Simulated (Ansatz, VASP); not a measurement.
Pt in VASP and in Ansatz

INCAR

```
ALGO = Normal ; EDIFF = 1E-7
ENCUT = 520 ; GGA = CA
ISIF = 2 ; ISMEAR = -1
LASPH = T ; LCHARG = F
LREAL = F ; LWAVE = F
NBANDS = 11 ; NELM = 60
PREC = Accurate ; SIGMA = 0.05
```

KPOINTS

```
k-points
0
Gamma
  16 16 16
```

POSCAR

```
Pt
1.0
    0.0000000000      1.9316700328      1.9316700328
    1.9316700328      0.0000000000      1.9316700328
    1.9316700328      1.9316700328      0.0000000000
Pt
1
Direct
    0.0000000000      0.0000000000      0.0000000000
```

Input for Ansatz:

```yaml
crystal:
  lattice:
    - [0.0, 1.9316700328, 1.9316700328]
    - [1.9316700328, 0.0, 1.9316700328]
    - [1.9316700328, 1.9316700328, 0.0]
  atoms:
    - { symbol: Pt, position: [0.0, 0.0, 0.0] }
kpoints:
  mp_grid: { grid: [16, 16, 16] }
scf:
  occupations: { method: fermi_dirac, width: 0.05 }
hamiltonian:
  xc: lda
  pseudopotentials: { kind: all_electron, lapw: { basis_error: 0.00025 } }
output:
  forces: true
  stress: true
  eigenvalues: true
```

Change from the starting cell: volume scaled by 0.9405.

Alike in both runs: task single point; functional LDA; k mesh 16 × 16 × 16; occupations fermi-dirac, width 0.05 eV; no spin polarisation.

```csv
,VASP,Ansatz
version,VASP 6.6.1,Ansatz 0.2.0
potentials or method,"VASP PAW LDA potentials, release 64 (Pt)","all-electron LAPW, scalar-relativistic"
plane-wave cutoff (eV),520,see its input
```

VASP gave:

```
pressure (GPa) : 8.6
```

**Question.** Estimate Ansatz's values.

**Answer.** Pressure (GPa): 7.7.

Ansatz ran all-electron here, so the differences hold the error of VASP's frozen core and of both bases.

The runs have no spin-orbit coupling, so splittings on Pt are missing.
